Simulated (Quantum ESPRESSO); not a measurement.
A run of Quantum ESPRESSO 7.5 is set up as follows.

File run.py:

```python
import numpy as np
from ase.calculators.espresso import Espresso, EspressoProfile
import spglib
from ase import Atoms
from ase.io import read

atoms = read('Pt.cif')
cell, pos, num = spglib.standardize_cell((atoms.cell[:], atoms.get_scaled_positions(), atoms.numbers), to_primitive=True, symprec=1e-4)
atoms = Atoms(numbers=num, cell=cell, scaled_positions=pos, pbc=True)

input_data = {
    'control': {'calculation': 'scf', 'prefix': 'pwscf', 'outdir': './tmp', 'tprnfor': True, 'tstress': True, 'disk_io': 'low'},
    'system': {'ecutwfc': 45.0, 'ecutrho': 360.0, 'nbnd': 14, 'input_dft': 'sla+pw+nogx+nogc+vv10', 'occupations': 'smearing', 'smearing': 'mv', 'degauss': 0.01469973, 'nosym': True},
    'electrons': {'conv_thr': 2e-10, 'electron_maxstep': 120, 'mixing_beta': 0.5, 'diago_david_ndim': 3},
}
pseudopotentials = {'Pt': 'pt_lda_v1.4.uspp.F.UPF'}
profile = EspressoProfile(command='pw.x', pseudo_dir='pseudo')
dft = Espresso(profile=profile, input_data=input_data, pseudopotentials=pseudopotentials, kpts=(12, 12, 12), koffset=(0, 0, 0))
atoms.calc = dft

from ase.optimize import BFGS
from ase.filters import FrechetCellFilter
done = BFGS(FrechetCellFilter(atoms), trajectory='opt.traj').run(fmax=0.02, steps=30)
print('converged', done)
print('cell (A)', np.round(atoms.cell.cellpar(), 5))
print(f'energy {atoms.get_potential_energy():.8f} eV')
print('forces (eV/A)')
print(np.round(atoms.get_forces(), 6))
print('stress (eV/A^3, Voigt)')
print(np.round(atoms.get_stress(), 8))
print(f'Fermi level {dft.get_fermi_level():.4f} eV')
```

Pt.cif

```cif
data_Pt
_cell_length_a 3.92180000
_cell_length_b 3.92180000
_cell_length_c 3.92180000
_cell_angle_alpha 90.00000000
_cell_angle_beta 90.00000000
_cell_angle_gamma 90.00000000
_space_group_name_H-M_alt 'Fm-3m'
_space_group_name_Hall '-F 4 2 3'
_space_group_IT_number 225
loop_
_space_group_symop_operation_xyz
'x,y,z'
'-x,-y,-z'
'-y,x,z'
'y,-x,-z'
'-x,-y,z'
'x,y,-z'
'y,-x,z'
'-y,x,-z'
'x,-y,-z'
'-x,y,z'
'-y,-x,-z'
'y,x,z'
'-x,y,-z'
'x,-y,z'
'y,x,-z'
'-y,-x,z'
'z,x,y'
'-z,-x,-y'
'z,-y,x'
'-z,y,-x'
'z,-x,-y'
'-z,x,y'
'z,y,-x'
'-z,-y,x'
'-z,x,-y'
'z,-x,y'
'-z,-y,-x'
'z,y,x'
'-z,-x,y'
'z,x,-y'
'-z,y,x'
'z,-y,-x'
'y,z,x'
'-y,-z,-x'
'x,z,-y'
'-x,-z,y'
'-y,z,-x'
'y,-z,x'
'-x,z,y'
'x,-z,-y'
'-y,-z,x'
'y,z,-x'
'-x,-z,-y'
'x,z,y'
'y,-z,-x'
'-y,z,x'
'x,-z,y'
'-x,z,-y'
'x,y+1/2,z+1/2'
'-x,-y+1/2,-z+1/2'
'-y,x+1/2,z+1/2'
'y,-x+1/2,-z+1/2'
'-x,-y+1/2,z+1/2'
'x,y+1/2,-z+1/2'
'y,-x+1/2,z+1/2'
'-y,x+1/2,-z+1/2'
'x,-y+1/2,-z+1/2'
'-x,y+1/2,z+1/2'
'-y,-x+1/2,-z+1/2'
'y,x+1/2,z+1/2'
[... 40 lines left out ...]
'-x+1/2,-y,z+1/2'
'x+1/2,y,-z+1/2'
'y+1/2,-x,z+1/2'
'-y+1/2,x,-z+1/2'
'x+1/2,-y,-z+1/2'
'-x+1/2,y,z+1/2'
'-y+1/2,-x,-z+1/2'
'y+1/2,x,z+1/2'
'-x+1/2,y,-z+1/2'
'x+1/2,-y,z+1/2'
'y+1/2,x,-z+1/2'
'-y+1/2,-x,z+1/2'
'z+1/2,x,y+1/2'
'-z+1/2,-x,-y+1/2'
'z+1/2,-y,x+1/2'
'-z+1/2,y,-x+1/2'
'z+1/2,-x,-y+1/2'
'-z+1/2,x,y+1/2'
'z+1/2,y,-x+1/2'
'-z+1/2,-y,x+1/2'
'-z+1/2,x,-y+1/2'
'z+1/2,-x,y+1/2'
'-z+1/2,-y,-x+1/2'
'z+1/2,y,x+1/2'
'-z+1/2,-x,y+1/2'
'z+1/2,x,-y+1/2'
'-z+1/2,y,x+1/2'
'z+1/2,-y,-x+1/2'
'y+1/2,z,x+1/2'
'-y+1/2,-z,-x+1/2'
'x+1/2,z,-y+1/2'
'-x+1/2,-z,y+1/2'
'-y+1/2,z,-x+1/2'
'y+1/2,-z,x+1/2'
'-x+1/2,z,y+1/2'
'x+1/2,-z,-y+1/2'
'-y+1/2,-z,x+1/2'
'y+1/2,z,-x+1/2'
'-x+1/2,-z,-y+1/2'
'x+1/2,z,y+1/2'
'y+1/2,-z,-x+1/2'
'-y+1/2,z,x+1/2'
'x+1/2,-z,y+1/2'
'-x+1/2,z,-y+1/2'
'x+1/2,y+1/2,z'
'-x+1/2,-y+1/2,-z'
'-y+1/2,x+1/2,z'
'y+1/2,-x+1/2,-z'
'-x+1/2,-y+1/2,z'
'x+1/2,y+1/2,-z'
'y+1/2,-x+1/2,z'
'-y+1/2,x+1/2,-z'
'x+1/2,-y+1/2,-z'
'-x+1/2,y+1/2,z'
'-y+1/2,-x+1/2,-z'
'y+1/2,x+1/2,z'
'-x+1/2,y+1/2,-z'
'x+1/2,-y+1/2,z'
'y+1/2,x+1/2,-z'
'-y+1/2,-x+1/2,z'
'z+1/2,x+1/2,y'
'-z+1/2,-x+1/2,-y'
'z+1/2,-y+1/2,x'
'-z+1/2,y+1/2,-x'
'z+1/2,-x+1/2,-y'
'-z+1/2,x+1/2,y'
'z+1/2,y+1/2,-x'
'-z+1/2,-y+1/2,x'
'-z+1/2,x+1/2,-y'
'z+1/2,-x+1/2,y'
'-z+1/2,-y+1/2,-x'
'z+1/2,y+1/2,x'
'-z+1/2,-x+1/2,y'
'z+1/2,x+1/2,-y'
'-z+1/2,y+1/2,x'
'z+1/2,-y+1/2,-x'
'y+1/2,z+1/2,x'
'-y+1/2,-z+1/2,-x'
'x+1/2,z+1/2,-y'
'-x+1/2,-z+1/2,y'
'-y+1/2,z+1/2,-x'
'y+1/2,-z+1/2,x'
'-x+1/2,z+1/2,y'
'x+1/2,-z+1/2,-y'
'-y+1/2,-z+1/2,x'
'y+1/2,z+1/2,-x'
'-x+1/2,-z+1/2,-y'
'x+1/2,z+1/2,y'
'y+1/2,-z+1/2,-x'
'-y+1/2,z+1/2,x'
'x+1/2,-z+1/2,y'
'-x+1/2,z+1/2,-y'
loop_
_atom_site_label
_atom_site_type_symbol
_atom_site_symmetry_multiplicity
_atom_site_Wyckoff_symbol
_atom_site_fract_x
_atom_site_fract_y
_atom_site_fract_z
_atom_site_occupancy
Pt1 Pt 4 a 0.0000000000 0.0000000000 0.0000000000 1
```

Potentials or basis: GBRV 1.5 LDA.

Run with:

```bash
$ OMP_NUM_THREADS=1 python run.py
```

Problem. Estimate the space group after relaxing (to 0.05 Å).

Solution. Fm-3m (No. 225).

Problem. Estimate the relaxed cell.

Solution. a = 2.729 Å, b = 2.729 Å, c = 2.729 Å, α = 60.00°, β = 60.00°, γ = 60.00°.

Final structure:
```yaml
crystal:
  lattice:
    - [0.00000, 1.92993, 1.92993]
    - [1.92993, 0.00000, 1.92993]
    - [1.92993, 1.92993, 0.00000]
  atoms:
    - { symbol: Pt, position: [0.00000, 0.00000, 0.00000] }
```

Caveat: rVV10's parameter b was fitted to another functional. Zero-point motion and thermal expansion aren't in these numbers.
